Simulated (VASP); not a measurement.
A run of VASP 6.6.1 is set up as follows.

File INCAR:

```
SYSTEM = AgCl
  PREC = Accurate
  ENCUT = 520
  EDIFF = 1E-7
  ISMEAR = 0
  SIGMA = 0.05
  LREAL = .FALSE.
  LASPH = .TRUE.
  NELM = 60
  ALGO = Normal
  ISIF = 2
  LWAVE = .FALSE.
  LCHARG = .TRUE.
  GGA = PE
  LELF = .TRUE.
  LVHAR = .TRUE.
  NBANDS = 16
```

Contents of KPOINTS:

```
regular mesh
0
G
  8 8 8
  0 0 0
```

Contents of POSCAR:

```
AgCl
1.0
    0.0000000000      2.8433429547      2.8060228508
    2.8433429547      0.0000000000      2.8060228508
    2.8433429547      2.8433429547      0.0000000000
Ag Cl
1 1
Direct
    0.4700640907      0.5299359093      0.5299359093
    0.0910897785     -0.0910897785     -0.0910897785
```

Potentials or basis: VASP PAW PBE potentials, release 64 (Ag, Cl).

Command:

```bash
$ cat potpaw_PBE.64/Ag/POTCAR potpaw_PBE.64/Cl/POTCAR > POTCAR
$ mpirun -np 1 vasp_std > vasp.out
```

Q: What does it give for the band gap on the k mesh?

A: 1.28 eV, indirect (least direct gap 1.52 eV).

Q: Predict the pressure.

A: 8.6 GPa.

Stress tensor (GPa, compression positive):
```
26.44  0.00  0.00
 0.00 -0.39  0.00
 0.00  0.00 -0.26
```

Caveat: forces of over 1 eV/Å show positions far from the minimum, so gaps and moduli don't describe the material at rest. A k mesh can miss the band edges.
